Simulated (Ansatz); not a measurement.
# How much does Ta in Ru(0001), 2x2 scatter?, part 3 of 3

Wanted: the reflection from a plane of defects, Ta in Ru(0001), 2x2, and the resistivity it implies.

Ansatz 0.2.0; Ansatz plane-wave DFT, PBE, PAW files; ballistic transport by layer matching (Landauer), zero bias; PAW set soft_1 (the session's first sound run).

So far, resistivity per at.% scaled from this dense plane, with the factor 3/4 for isotropic scattering (µΩ cm): step 3 (resistance at ideal sites) 2.92.

## 5. Transmission after relaxation, relaxed yes

The transmission is solved again on the relaxed atoms.

This step: Ansatz plane-wave DFT, PBE, PAW files; ballistic transport by layer matching (Landauer), zero bias; PAW set soft_1 (Ansatz 0.2.0).

File input.yaml:

```yaml
crystal:
  lattice:
    - [5.4116, 0.0, 0.0]
    - [-2.7058, 4.6865830751, 0.0]
    - [0.0, 0.0, 34.2552]
  atoms:
    - { symbol: Ru, position: [0.1666666667, 0.3333333333, 0.03125] }
    - { symbol: Ru, position: [0.1666666667, 0.8333333333, 0.03125] }
    - { symbol: Ru, position: [0.6666666667, 0.3333333333, 0.03125] }
    - { symbol: Ru, position: [0.6666666667, 0.8333333333, 0.03125] }
    - { symbol: Ru, position: [0.3333333333, 0.1666666667, 0.09375] }
    - { symbol: Ru, position: [0.3333333333, 0.6666666667, 0.09375] }
    - { symbol: Ru, position: [0.8333333333, 0.1666666667, 0.09375] }
    - { symbol: Ru, position: [0.8333333333, 0.6666666667, 0.09375] }
    - { symbol: Ru, position: [0.1666666667, 0.3333333333, 0.15625] }
    - { symbol: Ru, position: [0.1666666667, 0.8333333333, 0.15625] }
    - { symbol: Ru, position: [0.6666666667, 0.3333333333, 0.15625] }
    - { symbol: Ru, position: [0.6666666667, 0.8333333333, 0.15625] }
    - { symbol: Ru, position: [0.3333333333, 0.1666666667, 0.21875] }
    - { symbol: Ru, position: [0.3333333333, 0.6666666667, 0.21875] }
    - { symbol: Ru, position: [0.8333333333, 0.1666666667, 0.21875] }
    - { symbol: Ru, position: [0.8333333333, 0.6666666667, 0.21875] }
    - { symbol: Ru, position: [0.1666666667, 0.3333333333, 0.28125] }
    - { symbol: Ru, position: [0.1666666667, 0.8333333333, 0.28125] }
    - { symbol: Ru, position: [0.6666666667, 0.3333333333, 0.28125] }
    - { symbol: Ru, position: [0.6666666667, 0.8333333333, 0.28125] }
    - { symbol: Ru, position: [0.3329927944, 0.1670072056, 0.3432368155] }
    - { symbol: Ru, position: [0.3329927944, 0.6659855888, 0.3432368155] }
    - { symbol: Ru, position: [0.8340144112, 0.1670072056, 0.3432368155] }
    - { symbol: Ru, position: [0.8333333333, 0.6666666667, 0.3433944611] }
    - { symbol: Ru, position: [0.1666666667, 0.3333333333, 0.4060198603] }
    - { symbol: Ru, position: [0.1637440706, 0.8318720353, 0.4051156429] }
    - { symbol: Ru, position: [0.6681279647, 0.3362559294, 0.4051156429] }
    - { symbol: Ru, position: [0.6681279647, 0.8318720353, 0.4051156429] }
    - { symbol: Ru, position: [0.3351548231, 0.1648451769, 0.4670910917] }
    - { symbol: Ru, position: [0.3351548231, 0.6703096462, 0.4670910917] }
    - { symbol: Ru, position: [0.8296903538, 0.1648451769, 0.4670910917] }
    - { symbol: Ru, position: [0.8333333333, 0.6666666667, 0.4685942249] }
    - { symbol: Ta, position: [0.1666666667, 0.3333333333, 0.5310460198] }
    - { symbol: Ru, position: [0.163920446, 0.831960223, 0.5310500217] }
    - { symbol: Ru, position: [0.668039777, 0.336079554, 0.5310500217] }
    - { symbol: Ru, position: [0.668039777, 0.831960223, 0.5310500217] }
    - { symbol: Ru, position: [0.3351585313, 0.1648414687, 0.5950262237] }
    - { symbol: Ru, position: [0.3351585313, 0.6703170625, 0.5950262237] }
    - { symbol: Ru, position: [0.8296829375, 0.1648414687, 0.5950262237] }
    - { symbol: Ru, position: [0.8333333333, 0.6666666667, 0.5935231017] }
    - { symbol: Ru, position: [0.1666666667, 0.3333333333, 0.6561312084] }
    - { symbol: Ru, position: [0.1635736113, 0.8317868057, 0.6569980565] }
    - { symbol: Ru, position: [0.6682131943, 0.3364263887, 0.6569980565] }
    - { symbol: Ru, position: [0.6682131943, 0.8317868057, 0.6569980565] }
    - { symbol: Ru, position: [0.3333333333, 0.1666666667, 0.71875] }
    - { symbol: Ru, position: [0.3333333333, 0.6666666667, 0.71875] }
    - { symbol: Ru, position: [0.8333333333, 0.1666666667, 0.71875] }
    - { symbol: Ru, position: [0.8333333333, 0.6666666667, 0.71875] }
    - { symbol: Ru, position: [0.1666666667, 0.3333333333, 0.78125] }
    - { symbol: Ru, position: [0.1666666667, 0.8333333333, 0.78125] }
    - { symbol: Ru, position: [0.6666666667, 0.3333333333, 0.78125] }
    - { symbol: Ru, position: [0.6666666667, 0.8333333333, 0.78125] }
    - { symbol: Ru, position: [0.3333333333, 0.1666666667, 0.84375] }
    - { symbol: Ru, position: [0.3333333333, 0.6666666667, 0.84375] }
    - { symbol: Ru, position: [0.8333333333, 0.1666666667, 0.84375] }
    - { symbol: Ru, position: [0.8333333333, 0.6666666667, 0.84375] }
    - { symbol: Ru, position: [0.1666666667, 0.3333333333, 0.90625] }
    - { symbol: Ru, position: [0.1666666667, 0.8333333333, 0.90625] }
    - { symbol: Ru, position: [0.6666666667, 0.3333333333, 0.90625] }
    - { symbol: Ru, position: [0.6666666667, 0.8333333333, 0.90625] }
    - { symbol: Ru, position: [0.3333333333, 0.1666666667, 0.96875] }
    - { symbol: Ru, position: [0.3333333333, 0.6666666667, 0.96875] }
    - { symbol: Ru, position: [0.8333333333, 0.1666666667, 0.96875] }
    - { symbol: Ru, position: [0.8333333333, 0.6666666667, 0.96875] }
kpoints:
  mp_grid: { grid: [5, 5, 1] }
hamiltonian:
  xc: pbe
  pseudopotentials: { kind: paw, azcp: { folder: soft_1 } }
scf:
  occupations: { method: fermi_dirac, width: 0.1 }
output:
  transmission:
    leads: [[0, 8]]
    kmesh: [10, 10]
    e_range: [-0.05, 0.05]
    de: 0.05
  write_potential: true
  write_density: true
  volumetric_format: npy
```

Command:

```
ansatz run input.yaml --threads 4 --pin off --max-ram 15360MiB --backend cpu --events-out ev --progress --plain --runs-dir out
```

Numbers of over 12 decimals in the logs are rounded to 6 here.

Log:

```text
[...]
Crystal: 64 atoms, lattice volume = 868.777 Å³
Basis set: ecut = 420 eV, 16909 PW (Γ)
Bands: 613, of which v1, the nominal top of the filled ones, is band 511 counted from 1 (510 counted from 0)
Symmetry: 6 space group operations
[...]
k-points: 5 of 25 (time reversal used)
[...]
SCF iter   1: F=—  HF=-380344.232942 eV  |F-HF|=—  |Δ(HF+E_count)|=         —  Δρ=1.35e-1  dr2=4.24e2  ethr=3.10e-3  ⟨swp⟩=5.0  Hψ=9940  notcnv=0
[...]
SCF iter  11: F=-380294.591777 eV  HF=-380294.591777 eV  |F-HF|=1.39e-8  |Δ(HF+E_count)|=   5.18e-9  Δρ=3.47e-7  dr2=1.44e-8  ethr=9.79e-12  ⟨swp⟩=7.4  Hψ=6551  notcnv=0
SCF 1 converged in 11 iterations: F = -380294.591777 eV  dr2 = 1.44e-8
[...]
transmission: 89 of 882 steps passed
transmission: 179 of 882 steps passed
[...]
transmission: 882 of 882 steps passed
SCF converged after 11 iterations
Free energy (F): -380294.591777 eV
[...]
Internal energy: -380292.606836 eV  (E = F + TS)
E sigma→0 (E₀):  -380293.599307 eV
Entropy (-TS):   -1.984941 eV (-31.015 meV/atom)
Fermi energy:    23.397919 eV
[...]
--- Band table (eV; the first three rows and the last of 5) ---
  k-point 0: bands = [... 507 lower, 24.1654, 24.1854, 24.1878, 24.1878, 24.2428, 24.2428, 24.2876, 24.3390, ... 98 higher]
  k-point 1: bands = [... 507 lower, 23.6159, 23.6276, 23.8899, 23.9070, 23.9308, 23.9509, 23.9719, 23.9772, ... 98 higher]
  k-point 2: bands = [... 507 lower, 23.1084, 23.1460, 23.1550, 23.1783, 23.2429, 23.3018, 23.3219, 23.4353, ... 98 higher]
  k-point 4: bands = [... 507 lower, 23.0378, 23.0381, 23.0638, 23.1185, 23.1375, 23.2064, 23.3667, 23.3994, ... 98 higher]
--- Transmission ---
  basis      : 223 plane waves across, 63 finite elements along
  points     : 14, standing for a mesh of 10 x 10
[...]
channels       : 5.280000e0 a spin
[...]
junction   : crystal 0 to crystal 0, 1.44 to 31.42 Å
    transmission   : 4.093256e0 a spin
[...]
```

The job ended after 3.8 min (4 threads of Intel Xeon Platinum 8175M at 2.50GHz (Skylake/Cascade Lake), shared host; peak memory 8.2 GiB).

Numbers from this step:

```yaml
free_energy: -380294.5918 eV
energy_at_zero_smearing: -380293.5993 eV
transmission_per_spin_nearest_the_fermi_level: 4.093
open_channels_per_spin_nearest_the_fermi_level: 5.28
step_of_the_lead_s_potential: 2.7 meV
```

Per spin. Table of transmission, zone mean by energy, zero at the Fermi level:

```tsv
energy (eV)	transmission, zone mean
-0.0500	3.99
0.0000	4.09
0.0500	4.25
```

Transmission over k1 and k2. At 0.0000 eV from the Fermi level.

Values, 10 rows by 10 columns:
```
 2.7  4.1  4.0  3.6  4.0  4.1  2.7  2.1  1.7  2.1
 1.9  4.0  4.1  3.9  3.9  4.1  4.0  1.9  1.7  1.7
 1.9  3.6  3.9  5.8  7.5  5.8  3.9  3.6  1.9  2.1
 2.7  4.0  3.9  7.5 10.4 10.4  7.5  3.9  4.0  2.7
 4.5  4.1  4.1  5.8 10.4 10.4 10.4  5.8  4.1  4.1
 2.7  2.7  4.0  3.9  7.5 10.4 10.4  7.5  3.9  4.0
 1.9  2.1  1.9  3.6  3.9  5.8  7.5  5.8  3.9  3.6
 1.9  1.7  1.7  1.9  4.0  4.1  3.9  3.9  4.1  4.0
 2.7  2.1  1.7  2.1  2.7  4.1  4.0  3.6  4.0  4.1
 4.5  2.7  1.9  1.9  2.7  4.5  2.7  1.9  1.9  2.7
```
Columns: k1 (b1) from -0.5 to 0.4; rows upwards: k2 (b2) from -0.5 to 0.4.

Over the solved energies the transmission per spin lies between 3.99 and 4.25, out of 5.5 channels of the lead on average (up to 6.06).

## 6. Resistance after relaxation

This step: Ansatz plane-wave DFT, PBE, PAW files; ballistic transport by layer matching (Landauer), zero bias; area resistance of the defect plane and resistivity an atomic per cent; PAW set soft_1 (Ansatz 0.2.0).

This step gave:

- area resistance: 0.2010 fΩ m²
- T over the leads' mean channel count: 0.7476
- resistivity per at.% scaled from this dense plane, with the factor 3/4 for isotropic scattering: 2.816 µΩ cm

Averaged over the energies near the Fermi level, 74.8 % of the channels pass, which makes 0.201 fΩ m², against 0.208 on ideal sites.

## 7. Outcome

| Property | Result |
| --- | --- |
| share of channels that pass, rigid | 0.727 |
| area resistance, rigid | 0.208 fΩ m² |
| resistivity per at.% from the area resistance, times 3/4, rigid | 2.92 µΩ cm |
| share of channels that pass, relaxed | 0.748 |
| area resistance, relaxed | 0.201 fΩ m² |
| resistivity per at.% from the area resistance, times 3/4, relaxed | 2.82 µΩ cm |

What this shows: The plane of defects adds 0.20 fΩ m². Scaled to one atomic per cent that is 3.8 µΩ cm as it stands and 2.8 with the factor 3/4 for isotropic scattering on a spherical Fermi surface; with the reflection in place of the resistance taken as linear in the density it would be 2.1. These are rough estimates of the dilute value, not bounds. One Ta in each 2x2 cell reflects 25 % of the lead's channels. The relaxed cell differs by -3.5 % in resistance; between the two runs the lead's own channel count goes from 5.92 to 5.5, so sampling may have a part in it. The defects form a dense periodic sheet that scatters coherently, unlike a dilute random alloy. T and N are means over the solved energies nearest the Fermi level. Spin-orbit coupling is left out, which matters for Ta.

[Logs are printed without paths, hosts, clocks, repeated set-up lines and the standing remarks that a program may print on its own settings, such as how far it seeks lower states.]

[Hosts, paths, dates, database ids (printed as entryN), source tags and the programs' standing remarks are cut or masked in the printed files.]
